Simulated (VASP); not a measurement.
A run of VASP 6.6.1:

INCAR

```
PREC     = Accurate       # precision mode
ENCUT    = 300            # plane-wave cutoff, eV
EDIFF    = 1E-7           # SCF threshold, eV
ISMEAR   = 1              # smearing method
SIGMA    = 0.1            # smearing width, eV
LREAL    = False          # projectors in reciprocal space
LASPH    = True           # aspherical terms in the spheres
NELM     = 80             # most SCF steps
ALGO     = Normal         # electronic algorithm
ISIF     = 4              # what is computed and relaxed
LWAVE    = False          # write WAVECAR
LCHARG   = False          # write CHGCAR
GGA      = PE             # functional
IBRION   = 2              # ionic algorithm
NSW      = 40             # ionic steps
EDIFFG   = -0.01          # ionic threshold
```

Contents of KPOINTS:

```
regular mesh
0
Gamma
  9 9 4
```

The input POSCAR:

```
Si                                      
1.0
    2.7038208122      0.0000000000      0.0000000000
   -1.3519104061      2.3415775106      0.0000000000
    0.0000000000      0.0000000000      4.4991420472
  Si            
     2
Direct
     0.3333333300000021    0.6666666699999979    0.2500000000000000
     0.6666666699999979    0.3333333300000021    0.7500000000000000
```

Potentials or basis: VASP PAW PBE potentials, release 64 (Si).

The run is started by

```sh
$ cat potpaw_PBE.64/Si/POTCAR > POTCAR
$ mpirun -np 1 vasp_std > vasp.out
```

Hardware: 1 thread of Intel(R) Xeon(R) Platinum 8259CL CPU @ 2.50GHz (Skylake/Cascade Lake), with other jobs on the host.

Q: How long does it take, and how much memory?

A: Run time: 3.4 s on 1 thread of Intel(R) Xeon(R) Platinum 8259CL CPU @ 2.50GHz (Skylake/Cascade Lake), on a shared host, peak memory 0.11 GiB. Counts: scf iterations 11, k points 36, ion steps 1.
